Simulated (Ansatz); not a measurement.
In CaO (rock salt type) the Ca atom of the primitive cell, with all its periodic images, is moved by 0.02 Å along x.

```yaml
crystal:
  lattice:
    - [0.00000, 2.41500, 2.41500]
    - [2.41500, 0.00000, 2.41500]
    - [2.41500, 2.41500, 0.00000]
  atoms:
    - { symbol: Ca, position: [0.99586, 0.00414, 0.00414] }
    - { symbol: O, position: [0.50000, 0.50000, 0.50000] }
```
Lattice in Å, positions in fractions of it.

Method: PBE, all-electron LAPW, point nucleus (Ansatz 0.2.0 development build).

k-mesh 8×8×8 Γ-centred; Fermi–Dirac smearing of 0.1 eV; no spin polarisation.

**Question.** What force results, and what does it mean for the zone-centre vibration?

**Answer.** The force on it along the displacement is -0.0551 eV/Å, a force constant of 2.76 eV/Å². With the reduced mass of 11.43 u the zone-centre optical mode lies at 256 cm⁻¹ (7.67 THz) in this finite-step estimate.

```csv
atom,Fx (eV/Å),Fy (eV/Å),Fz (eV/Å)
Ca1,-0.0551,0.0000,0.0000
O2,0.0551,0.0000,0.0000
```

The k-mesh is modest, so these values aren't fully converged in k.
